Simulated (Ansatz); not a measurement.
Runs of Ansatz 0.2.0 on Gd. It takes space group P6_3/mmc (No. 194, hexagonal). Conventional cell: a = 3.636 Å, b = 3.636 Å, c = 5.783 Å, α = 90.00°, β = 90.00°, γ = 120.00°. Gd (site symmetry -6m2) is surrounded by 12 Gd at 3.57 to 3.64 Å. 

```csv
task,level,spin,cell,k mesh,cutoff (eV),points for each segment of the path,q mesh,gap on the mesh (eV),pressure (GPa),moment (μB),relaxed volume (Å³/atom)
relaxation of cell and atoms,revPBE,"collinear, ferromagnetic start",relaxed,8 × 8 × 5,420,-,-,none,0.0,15.31,(c)
relaxation of cell and atoms,RPBE+D4,"collinear, ferromagnetic start",relaxed,8 × 8 × 5,420,-,-,-,0.0,15.30,33.32
band structure,r2SCAN,"non-collinear, ferromagnetic start, SOC",as given,6 × 6 × 4,500,14,-,none,0.8,15.73,-
relaxation of cell and atoms,PBEsol+D4,"collinear, ferromagnetic start",relaxed,8 × 8 × 5,420,-,-,-,0.0,(d),(b)
band structure,PBEsol,"non-collinear, ferromagnetic start, SOC",as given,6 × 6 × 4,420,14,-,none,(a),15.22,-
phonons,PBEsol,"collinear, ferromagnetic start",as given,6 × 6 × 4,420,8,2 × 2 × 2,none,-,15.33,-
```

Alike in all rows: potentials or basis Ansatz PAW; smearing fermi-dirac 0.05 eV.

Q: Estimate the missing entries.

A: (a) -1.9; (b) 30.62; (c) 34.95; (d) 15.13.

Caveats: the PAW data sets come from PBE, with cores solved anew for the run's functional, which leaves a small shift of forces and pressure; spin-orbit coupling is left out, which moves the levels of the heavy elements (some runs); the plane-wave basis is chosen anew once the cell has moved, so the energies of steps on either side of that aren't comparable (some runs); the magnetic or orbital state may not be the lowest (some runs); the thresholds are loose for stress (some runs).

A k mesh can miss the band edges, and rows without SOC leave out spin-orbit coupling on Gd.

A gap of «none» marks a metal or a gap under the smearing width.

Runs at the PBE level aren't shown here.
